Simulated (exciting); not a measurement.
LiCl:

```
CELL_PARAMETERS angstrom
0.00000 2.56477 2.56477
2.56477 0.00000 2.56477
2.56477 2.56477 0.00000
ATOMIC_POSITIONS crystal
Cl 0.50000 0.50000 0.50000
Li 0.00000 0.00000 0.00000
```

Base run:

* Program: exciting (release sodium)
* Functional: PBE
* Potentials or basis: all-electron LAPW+lo, shipped species files, valence relativity zora
* rgkmax: 7
* k mesh: 9 × 9 × 9
* Occupations: fermi-dirac, width 0.05 eV
* Spin: no spin polarisation

Its results: band gap on the k mesh 6.34 eV, direct.

Task: The run is repeated on the same cell with these changes: functional from PBE to BLYP. What comes out?

Result: Band gap on the k mesh 6.48 eV, direct.
